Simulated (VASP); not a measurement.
# CuCl (R3m) in VASP: further runs

Runs on CuCl. Level: PBEsol. Tasks: single point.

All numbers are computed with VASP 6.6.1; they aren't measurements. Logs are shortened: lines on timing, memory, paths and dates and some standing lists are left out, and cuts for length are marked.

### Step 1. The crystal as given

The structure is cubic, space group F-43m (No. 216). The conventional cell has a = 5.299 Å, b = 5.299 Å, c = 5.299 Å, α = 90.00°, β = 90.00°, γ = 90.00°. Around Cu (site symmetry -43m) lie 4 Cl at 2.29 Å. Cl (site symmetry -43m) has 4 Cu at 2.29 Å as nearest neighbours.

The cell is a database's computed one.

### Step 2. Single point, PBEsol

INCAR reads:

```
  PREC = Accurate
  ENCUT = 700
  EDIFF = 1E-6
  ISMEAR = 0
  SIGMA = 0.02
  LREAL = F
  LASPH = T
  NELM = 60
  ALGO = Normal
  ISIF = 2
  LWAVE = F
  LCHARG = F
  GGA = PS
  NBANDS = 16
```

KPOINTS reads:

```
Automatic mesh
0
Gamma
  12 12 12
```

POSCAR reads:

```
CuCl
1.0
    1.8732600000      1.0815300000      3.0595300000
   -1.8732600000      1.0815300000      3.0595300000
    0.0000000000     -2.1630500000      3.0595300000
Cu Cl
1 1
Direct
    0.9915900000      0.9915900000      0.9915900000
    0.2414100000      0.2414100000      0.2414100000
```

Potentials or basis: VASP PAW PBE potentials, release 64 (Cu, Cl).

Started as:

```sh
$ cat potpaw_PBE.64/Cu/POTCAR potpaw_PBE.64/Cl/POTCAR > POTCAR
$ mpirun -np 1 vasp_std > vasp.out
```

OUTCAR:

```text
PREC = Accurate
   ENCUT = 700
   EDIFF = 1E-6
   ISMEAR = 0
   LREAL = F
   LASPH = T
   NELM = 60
   ISIF = 2
   GGA = PS

 ion  position               nearest neighbor table
   1  0.992  0.992  0.992-   2 2.29   2 2.29   2 2.29   2 2.29
   2  0.241  0.241  0.241-   1 2.29   1 2.29   1 2.29   1 2.29

  LATTYP: Found a trigonal (rhomboedric) cell.
 ALAT       =     3.7469366140
 COS(alpha) =     0.5001110847

  Lattice vectors:

 A1 = (   1.8732600000,   1.0815300000,   3.0595300000)
 A2 = (  -1.8732600000,   1.0815300000,   3.0595300000)
 A3 = (   0.0000000000,  -2.1630500000,   3.0595300000)

Analysis of symmetry for initial positions (statically):
=====================================================================
 Subroutine PRICEL returns:
 Original cell was already a primitive cell.

 Routine SETGRP: Setting up the symmetry group for a
 trigonal (rhombohedral) supercell.

 Subroutine GETGRP returns: Found  6 space group operations
 (whereof  6 operations were pure point group operations)
 out of a pool of 12 trial point group operations.

The static configuration has the point symmetry C_3v.

Analysis of symmetry for dynamics (positions and initial velocities):
=====================================================================
 Subroutine PRICEL returns:
 Original cell was already a primitive cell.

 Routine SETGRP: Setting up the symmetry group for a
 trigonal (rhombohedral) supercell.

 Subroutine GETGRP returns: Found  6 space group operations
 (whereof  6 operations were pure point group operations)
 out of a pool of 12 trial point group operations.

The dynamic configuration has the point symmetry C_3v.

 Subroutine INISYM returns: Found  6 space group operations
 (whereof  6 operations are pure point group operations),
 and found     1 'primitive' translations

----------------------------------------------------------------------------------------

                                     Primitive cell

  volume of cell :      37.1913

  direct lattice vectors                    reciprocal lattice vectors
     1.873260000  1.081530000  3.059530000     0.266914363  0.154103150  0.108949028
    -1.873260000  1.081530000  3.059530000    -0.266914363  0.154103150  0.108949028
     0.000000000 -2.163050000  3.059530000     0.000000000 -0.308206301  0.108949532

  length of vectors
     3.746936614  3.746936614  3.746933296     0.326895930  0.326895930  0.326896198

  position of ions in fractional coordinates (direct lattice)
     0.991590000  0.991590000  0.991590000
     0.241410000  0.241410000  0.241410000

  ion indices of the primitive-cell ions
   primitive index   ion index
                 1           1
                 2           2

----------------------------------------------------------------------------------------

 KPOINTS: Automatic mesh

Automatic generation of k-mesh.
 Grid dimensions read from file:
 generate k-points for:   12   12   12

 Generating k-lattice:

  Cartesian coordinates                     Fractional coordinates (reciprocal lattice)
     0.022242864  0.012841929  0.009079086     0.083333333  0.000000000  0.000000000
    -0.022242864  0.012841929  0.009079086     0.000000000  0.083333333  0.000000000
     0.000000000 -0.025683858  0.009079128     0.000000000  0.000000000  0.083333333

  Length of vectors
     0.027241327  0.027241327  0.027241350

  Shift w.r.t. Gamma in fractional coordinates (k-lattice)
     0.000000000  0.000000000  0.000000000

 Subroutine IBZKPT returns following result:
 ===========================================

 Found    189 irreducible k-points:

 Following reciprocal coordinates:
            Coordinates               Weight
  0.000000  0.000000  0.000000      1.000000
  0.083333  0.000000  0.000000      6.000000
  0.166667 -0.000000  0.000000      6.000000
  0.250000  0.000000  0.000000      6.000000
  0.333333  0.000000  0.000000      6.000000
  0.416667  0.000000  0.000000      6.000000
[... 16 lines left out ...]
  0.500000  0.166667  0.000000     12.000000
 -0.416667  0.166667 -0.000000     12.000000
 [... further k-points ...]
   k-points           NKPTS =    189   k-points in BZ     NKDIM =    189   number of bands    NBANDS=     16
   number of dos      NEDOS =    301   number of ions     NIONS =      2
   total plane-waves  NPLWV =  32768
   dimension x,y,z NGX =    32 NGY =   32 NGZ =   32
   dimension x,y,z NGXF=    64 NGYF=   64 NGZF=   64
   ions per type =               1   1
   NGX,Y,Z   is equivalent  to a cutoff of  14.20, 14.20, 14.20 a.u.
   NGXF,Y,Z  is equivalent  to a cutoff of  28.40, 28.40, 28.40 a.u.
 SYSTEM =  unknown system
   PREC   = accura    normal or accurate (medium, high low for compatibility)
   ISTART =      0    job   : 0-new  1-cont  2-samecut
   ICHARG =      2    charge: 1-file 2-atom 10-const
   ISPIN  =      1    spin polarized calculation?
   LNONCOLLINEAR =      F non collinear calculations
   LSORBIT =      F    spin-orbit coupling
   LASPH  =      T    aspherical Exc in radial PAW
   ENCUT  =  700.0 eV  51.45 Ry    7.17 a.u.   8.08  8.08  8.08*2*pi/ulx,y,z
   NELM   =     60;   NELMIN=  2; NELMDL= -5     # of ELM steps
   EDIFF  = 0.1E-05   stopping-criterion for ELM
   LREAL  =      F    real-space projection
[... 7 lines left out ...]
   TEBEG  =    0.0;   TEEND  =   0.0 temperature during run
   PSTRESS=    0.0 pullay stress
   NELECT =      18.0000    total number of electrons
   NUPDOWN=      -1.0000    fix difference up-down
   EMIN   =  10.00;   EMAX   =-10.00  energy-range for DOS
   EFERMI =   0.00;   METHOD = LEGACY
   ISMEAR =     0;   SIGMA  =   0.02  broadening in eV -4-tet -1-fermi 0-gaus
   EFERMI_NEDOS =   21; number of points for ismear=-14 and -15
   IALGO  =     38    algorithm
   IMIX   =      4    mixing-type and parameters
     AMIX     =   0.40;   BMIX     =  1.00
     AMIX_MAG =   1.60;   BMIX_MAG =  1.00
  volume/ion in A,a.u.               =      18.60       125.49
  Fermi-wavevector in a.u.,A,eV,Ry     =   1.285342  2.428944 22.478228  1.652103
  Thomas-Fermi vector in A             =   2.417482
   LORBIT       =      0    0 simple, 1 ext, 2 COOP (PROOUT), +10 PAW based schemes
   GGA     = PS    functional components
   LHFCALC =     F    Hartree Fock is set to
   AEXX    =    0.0000 exact exchange contribution
   IVDW    =     0    specifies the selected vdW correction
   LEPSILON=     F    determine dielectric tensor
   LRPA    =     F    only Hartree local field effects (RPA)
 non-spin polarized calculation
 Gauss-broadening in eV      SIGMA  =   0.02
  energy-cutoff  :      700.00
  volume of cell :       37.19
 maximum number of plane-waves:      1588
   NGX = 17   NGY = 17   NGZ = 17

 number of electron      18.0000005 magnetization

 Free energy of the ion-electron system (eV)
  ---------------------------------------------------
  ext. energy  EPLUGINS =         0.00000000
  ---------------------------------------------------
  free energy    TOTEN  =        -7.06194492 eV

  energy without entropy =       -7.06194492  energy(sigma->0) =       -7.06194492

 E-fermi :   4.4851     XC(G=0):  -9.9767

 val. band max:        4.3869125361   @ k =   0.0000   0.0000   0.0000
 cond. band min:       4.9321647955   @ k =   0.0000   0.0000   0.0000
 fundamental gap:      0.5452522594
 Fermi energy:         4.4851459579

 k-point     1 :       0.0000    0.0000    0.0000
  band No.  band energies     occupation
      1     -12.9372      2.00000
      2      -0.8300      2.00000
      3      -0.8245      2.00000
      4      -0.8245      2.00000
      5       2.6532      2.00000
      6       2.6532      2.00000
[... 8 lines left out ...]
     15      16.2439      0.00000
     16      17.3233      0.00000

 k-point     2 :       0.0833    0.0000    0.0000
  band No.  band energies     occupation
      1     -12.9042      2.00000
      2      -0.9757      2.00000
      3      -0.8259      2.00000
      4      -0.8212      2.00000
      5       2.6476      2.00000
      6       2.6477      2.00000
[... 8 lines left out ...]
     15      15.9091      0.00000
     16      17.6559      0.00000

 k-point     3 :       0.1667   -0.0000    0.0000
  band No.  band energies     occupation
      1     -12.8119      2.00000
      2      -1.3557      2.00000
      3      -0.8172      2.00000
      4      -0.8129      2.00000
      5       2.6384      2.00000
      6       2.6386      2.00000
[... 8 lines left out ...]
     15      15.4508      0.00000
     16      17.3715      0.00000

 k-point     4 :       0.2500    0.0000    0.0000
  band No.  band energies     occupation
      1     -12.6808      2.00000
      2      -1.8230      2.00000
      3      -0.8073      2.00000
      4      -0.8035      2.00000
      5       2.6421      2.00000
      6       2.6426      2.00000
[... 8 lines left out ...]
     15      15.4134      0.00000
     16      16.7536      0.00000

 k-point     5 :       0.3333    0.0000    0.0000
  band No.  band energies     occupation
      1     -12.5435      2.00000
      2      -2.2514      2.00000
      3      -0.7997      2.00000
      4      -0.7965      2.00000
      5       2.6697      2.00000
      6       2.6705      2.00000
[... 8 lines left out ...]
     15      15.9724      0.00000
     16      16.3923      0.00000

 k-point     6 :       0.4167    0.0000    0.0000
  band No.  band energies     occupation
      1     -12.4386      2.00000
      2      -2.5486      2.00000
      3      -0.7957      2.00000
      4      -0.7930      2.00000
      5       2.7111      2.00000
      6       2.7122      2.00000
[... 8 lines left out ...]
     15      16.9434      0.00000
     16      16.9494      0.00000

 k-point     7 :       0.5000    0.0000    0.0000
  band No.  band energies     occupation
      1     -12.3991      2.00000
      2      -2.6548      2.00000
      3      -0.7946      2.00000
      4      -0.7920      2.00000
      5       2.7326      2.00000
      6       2.7339      2.00000
[... 8 lines left out ...]
     15      17.6405      0.00000
     16      17.6474      0.00000

 k-point     8 :       0.0833    0.0833    0.0000
  band No.  band energies     occupation
      1     -12.8931      2.00000
      2      -0.9987      2.00000
      3      -0.8363      2.00000
      4      -0.8327      2.00000
      5       2.6231      2.00000
      6       2.6673      2.00000
[... 8 lines left out ...]
     15      16.3052      0.00000
     16      17.9231      0.00000

 k-point     9 :       0.1667    0.0833    0.0000
  band No.  band energies     occupation
      1     -12.8206      2.00000
      2      -1.2803      2.00000
      3      -0.8404      2.00000
      4      -0.8296      2.00000
      5       2.5943      2.00000
      6       2.6774      2.00000
[... 8 lines left out ...]
     15      16.1367      0.00000
     16      18.2186      0.00000
[... 172 lines left out ...]
 k-point    19 :       0.1667    0.1667    0.0000
  band No.  band energies     occupation
      1     -12.7704      2.00000
      2      -1.4092      2.00000
      3      -0.8578      2.00000
      4      -0.8541      2.00000
      5       2.5449      2.00000
      6       2.7061      2.00000
[... 8 lines left out ...]
     15      16.4840      0.00000
     16      19.4710      0.00000

 k-point    20 :       0.2500    0.1667    0.0000
  band No.  band energies     occupation
      1     -12.6721      2.00000
      2      -1.7005      2.00000
      3      -0.8729      2.00000
      4      -0.8653      2.00000
      5       2.5104      2.00000
      6       2.7280      2.00000
[... 8 lines left out ...]
     15      16.5294      0.00000
     16      19.1855      0.00000

 k-point    21 :       0.3333    0.1667    0.0000
  band No.  band energies     occupation
      1     -12.5490      2.00000
      2      -2.0260      2.00000
      3      -0.9266      2.00000
      4      -0.8622      2.00000
      5       2.5126      2.00000
      6       2.7495      2.00000
[... 8 lines left out ...]
     15      16.8091      0.00000
     16      18.5991      0.00000

 k-point    22 :       0.4167    0.1667    0.0000
  band No.  band energies     occupation
      1     -12.4332      2.00000
      2      -2.2935      2.00000
      3      -1.0148      2.00000
      4      -0.8492      2.00000
      5       2.5532      2.00000
      6       2.7642      2.00000
[... 8 lines left out ...]
     15      17.4623      0.00000
     16      18.3303      0.00000

 k-point    23 :       0.5000    0.1667    0.0000
  band No.  band energies     occupation
      1     -12.3584      2.00000
      2      -2.4440      2.00000
      3      -1.1088      2.00000
      4      -0.8285      2.00000
      5       2.5838      2.00000
      6       2.7469      2.00000
[... 8 lines left out ...]
     15      17.6875      0.00000
     16      18.3890      0.00000

 k-point    24 :      -0.4167    0.1667   -0.0000
  band No.  band energies     occupation
      1     -12.3483      2.00000
      2      -2.4490      2.00000
      3      -1.1717      2.00000
      4      -0.8041      2.00000
      5       2.5988      2.00000
      6       2.6891      2.00000
[... 8 lines left out ...]
     15      16.6739      0.00000
     16      18.1755      0.00000

 [... further k-points ...]
[... 5 lines left out ...]
  --------------------------------------------------------------------------------------
  -------------------------------------------------------------------------------------
  Total       -0.0166461     -0.0166461     -0.0083161     -0.0000000     -0.0000000      0.0000000
  in kB       -0.7171024     -0.7171017     -0.3582525     -0.0000000     -0.0000004      0.0000000
  external PRESSURE =      -0.5974855 kB  Pullay stress =       0.0000000 kB

 VOLUME and BASIS-vectors are now :
 -----------------------------------------------------------------------------
  energy-cutoff  :      700.00
  volume of cell :       37.19
      direct lattice vectors                 reciprocal lattice vectors
     1.873260000  1.081530000  3.059530000     0.266914363  0.154103150  0.108949028
    -1.873260000  1.081530000  3.059530000    -0.266914363  0.154103150  0.108949028
     0.000000000 -2.163050000  3.059530000     0.000000000 -0.308206301  0.108949532

 POSITION                                       TOTAL-FORCE (eV/Angst)
 -----------------------------------------------------------------------------------
      0.00000      0.00001      9.10140         0.000000     -0.000000     -0.002867
      0.00000      0.00000      2.21580         0.000000      0.000000      0.002867
 -----------------------------------------------------------------------------------
    total drift:                               -0.000000     -0.000074      0.000306

  FREE ENERGIE OF THE ION-ELECTRON SYSTEM (eV)
  ---------------------------------------------------
  free  energy   TOTEN  =        -7.0619449201 eV

  energy  without entropy=       -7.0619449201  energy(sigma->0) =       -7.06194492
```

Wall time 73 s (1 thread of Intel Xeon 6975P-C (Granite Rapids), shared host); peak memory 0.3 GiB.

What came out:

```
Free energy            : -7.0619 eV
Pressure               : -0.1 GPa
Band gap on the k mesh : 0.55 eV, direct
```

Forces on the atoms (eV/Å):
```
Cu   0.000  0.000 -0.003
Cl   0.000  0.000  0.003
```

Levels at points of the mesh, in eV from the valence-band top:
| k point | band 6 | band 7 | band 8 | band 9 | band 10 | band 11 | band 12 | band 13 |
| --- | --- | --- | --- | --- | --- | --- | --- | --- |
| (0.00, 0.00, 0.00) | -1.73 | 0.00 | 0.00 | 0.00 | 0.55 | 6.68 | 6.68 | 6.68 |
| (0.50, 0.00, 0.00) | -1.65 | -1.59 | -0.66 | -0.66 | 2.91 | 6.95 | 7.12 | 7.13 |
| (0.50, 0.50, 0.00) | -1.61 | -1.52 | -1.30 | -1.30 | 3.27 | 4.53 | 8.99 | 11.34 |
| (0.50, 0.50, 0.50) | -1.65 | -1.59 | -0.66 | -0.66 | 2.92 | 6.95 | 7.13 | 7.13 |

Caveat: the PAW data sets were made with another functional, which shifts forces and pressure a little.

### Step 3. Single point, PBEsol

Edit INCAR of step 2 so:

```diff
@@ -1,3 +1,3 @@
   PREC = Accurate
-  ENCUT = 700
+  ENCUT = 520
   EDIFF = 1E-6
```

KPOINTS reads:

```
Automatic mesh
0
Gamma
  18 18 18
```

POSCAR is that of step 2.

Potentials or basis: VASP PAW PBE potentials, release 64 (Cu, Cl).

Started as:

```sh
$ cat potpaw_PBE.64/Cu/POTCAR potpaw_PBE.64/Cl/POTCAR > POTCAR
$ mpirun -np 1 vasp_std > vasp.out
```

It took 3.1 min on 1 thread of Intel Xeon 6975P-C (Granite Rapids), shared host; peak memory 0.42 GiB.

Results (log left out):

```
Free energy            : -7.0614 eV
Pressure               : -0.1 GPa
Band gap on the k mesh : 0.54 eV, direct
```

Forces in eV/Å, atoms in the order of the input:
```
Cu   0.000  0.000 -0.003
Cl   0.000  0.000  0.003
```

Levels at points of the mesh, in eV from the valence-band top:
| k point | band 5 | band 6 | band 7 | band 8 | band 9 | band 10 | band 11 | band 12 | band 13 | band 14 |
| --- | --- | --- | --- | --- | --- | --- | --- | --- | --- | --- |
| (0.00, 0.00, 0.00) | -1.73 | -1.73 | 0.00 | 0.00 | 0.00 | 0.54 | 6.68 | 6.68 | 6.68 | 11.86 |
| (0.50, 0.00, 0.00) | -1.65 | -1.65 | -1.59 | -0.66 | -0.66 | 2.91 | 6.95 | 7.12 | 7.13 | 12.06 |
| (0.50, 0.50, 0.00) | -1.90 | -1.61 | -1.52 | -1.30 | -1.29 | 3.27 | 4.53 | 8.99 | 11.34 | 11.34 |
| (0.50, 0.50, 0.50) | -1.65 | -1.65 | -1.59 | -0.66 | -0.66 | 2.92 | 6.95 | 7.13 | 7.13 | 12.05 |

Caveat: the PAW data sets were made with another functional, which shifts forces and pressure a little. A hybrid or GW would open this gap; PBEsol tends to underestimate it.
